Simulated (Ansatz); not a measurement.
# BaTe (antiNiAs): other levels of theory at one geometry

One table from this session's results is given with a row withheld; the runs are named, their logs left out.

Program: Ansatz 0.2.0. Level of theory: DFT at several levels, plane waves, PAW. These are calculated values, not measurements.

### The starting structure

It takes space group P6_3/mmc (No. 194, hexagonal). Conventional cell: a = 4.849 Å, b = 4.849 Å, c = 8.600 Å, α = 90.00°, β = 90.00°, γ = 120.00°. Ba (site symmetry -6m2) has 6 Te at 3.53 Å in its first shell of neighbours. Te (site symmetry -3m) has 6 Ba at 3.53 Å in its first shell of neighbours.

As a file:

```cif
data_structure
_symmetry_space_group_name_H-M 'P6_3/mmc'
_symmetry_Int_Tables_number 194
_cell_length_a 4.8488
_cell_length_b 4.8488
_cell_length_c 8.6002
_cell_angle_alpha 90.000
_cell_angle_beta 90.000
_cell_angle_gamma 120.000
_cell_volume 175.11
loop_
_atom_site_label
_atom_site_type_symbol
_atom_site_symmetry_multiplicity
_atom_site_Wyckoff_symbol
_atom_site_fract_x
_atom_site_fract_y
_atom_site_fract_z
_atom_site_occupancy
Ba1 Ba 2 c 0.33333 0.66667 0.25000 1
Te1 Te 2 a 0.00000 0.00000 0.00000 1
```

This cell comes from an earlier session at PBE: 43.778 Å³/atom at 0.01 GPa, on a 8×8×6 mesh, gap on the mesh 1.36 eV.

Levels to run: PBE+SOC; r²SCAN; PBEsol; LDA; HSE06. Hardware: 2 threads of Arm Neoverse V1, shared host.

Set-up of the first run:

The input, input.yaml:

```yaml
crystal:
  lattice:
    - [4.8488408938, 0.0, 0.0]
    - [-2.4244204469, 4.199219393, 0.0]
    - [0.0, 0.0, 8.6001762635]
  atoms:
    - { symbol: Ba, position: [0.3333333333, 0.6666666667, 0.25] }
    - { symbol: Ba, position: [0.6666666667, 0.3333333333, 0.75] }
    - { symbol: Te, position: [0.0, 0.0, 0.0] }
    - { symbol: Te, position: [0.0, 0.0, 0.5] }
basis:
  ecutwfc: 420
  ecutrho_ratio: 4
kpoints:
  mp_grid: { grid: [8, 8, 6] }
hamiltonian:
  xc: pbe
scf:
  occupations: { method: gaussian, width: 0.05 }
output:
  forces: true
  stress: true
  eigenvalues: true
  populations: true
  dos: { projected: true, de: 0.02 }
  write_density: true
  write_potential: true
  elf: true
  volumetric_format: npy
magnetization:
  noncollinear: true
  spin_orbit: true
```

Command:

```
> ansatz run input.yaml --threads 2 --pin off --max-ram 2662MiB --backend cpu --events-out ev --progress --plain --runs-dir out
```

Steps of the session up to this table: PBE+SOC; r²SCAN; PBEsol; LDA; HSE06.

One table of the session follows, with a row left open; its other results are not shown here.

```
  level  gap on the mesh (eV)  pressure (GPa)
    PBE                  1.36             0.0
    LDA                     ?               ?
 PBEsol                  1.28            -1.5
PBE+SOC                  1.28             0.0
 r²SCAN                  1.65             0.0
  HSE06                  2.02            -0.2
```

**Question.** Estimate the row for LDA.

As computed: gap on the mesh (eV): 1.24; pressure (GPa): -2.5. In the column «gap on the mesh (eV)» it is the lowest.

The pressure runs from -2.5 GPa (LDA) to 0.0 GPa (r²SCAN); a negative pressure means that level wants a smaller cell, a positive one a larger cell. The gap is widest with HSE06 (2.02 eV) and narrowest with LDA (1.24 eV). Total energies of different levels have different zeros and can't be compared.

Limits of these values: Warnings in the runs' records: stress exchange threshold loose, stress scf threshold loose.
